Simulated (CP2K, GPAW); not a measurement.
# Cost and result for the equilibrium volume of Nb3Sn

```xyz
8
Lattice="5.2821 0.0000 0.0000 0.0000 5.2821 0.0000 0.0000 0.0000 5.2821" Properties=species:S:1:pos:R:3 pbc="T T T"
Sn    2.6410    2.6410    2.6410
Sn    0.0000    0.0000    0.0000
Nb    0.0000    2.6410    1.3205
Nb    0.0000    2.6410    3.9616
Nb    2.6410    1.3205    0.0000
Nb    3.9616    0.0000    2.6410
Nb    2.6410    3.9616    0.0000
Nb    1.3205    0.0000    2.6410
```

```csv
rung,level,program and potentials,cutoff (eV),k mesh,smearing,core time,chip,equilibrium volume (Å³/atom),miss,notes
LDA,LDA,"GPAW, the program's PAW data sets (release 1.2.1) made for this functional",600,4 × 4 × 4,fermi-dirac 0.05,13 min,Arm Neoverse V1,17.65,-4.8 %,-
GGA,PBE,"GPAW, GPAW PAW data sets (gpaw-data 1.2.1)",600,4 × 4 × 4,fermi-dirac 0.05,13 min,Arm Neoverse V1,(a),?,-
GGA,PBE,"CP2K, POTENTIAL_UZH Sn GTH-PBE-q4, Nb GTH-PBE-q13; TZVP-MOLOPT-PBE-GTH basis",-,5 × 5 × 5,fermi-dirac 0.05,18 min,Arm Neoverse V2,19.06,+2.8 %,atomic basis
GGA,PBEsol,"CP2K, POTENTIAL_UZH Sn GTH-PBE-q4, Nb GTH-PBE-q13; TZVP-MOLOPT-PBE-GTH basis",-,5 × 5 × 5,fermi-dirac 0.05,20 min,Arm Neoverse V2,18.61,+0.4 %,atomic basis; potentials made for PBE
```

Times are single runs on shared hosts and different chips, so they are rough; meshes, cutoffs and the tasks' sizes weigh on the time. Task: equation of state. All rows: no spin polarisation. Smearing widths are in eV. For a metal such meshes aren't converged. Meshes differ between rows, which moves values too. Meshes are those of the run's cell of 8 atoms unless a note names another. The cell shown, of 18.42 Å³ an atom, is the runs' start and not the measured value. Misses use the values as printed. Runs on faulty files, with rough fits or with known faults for this quantity aren't shown. No row holds spin-orbit coupling.

Measured: 18.54 Å³/atom at 300 K (arxiv:cond-mat/0403590). The runs are for a static lattice.

Q: Estimate the value left out from the other rows.

A: (a) 18.70 Å³/atom, miss +0.9 %.
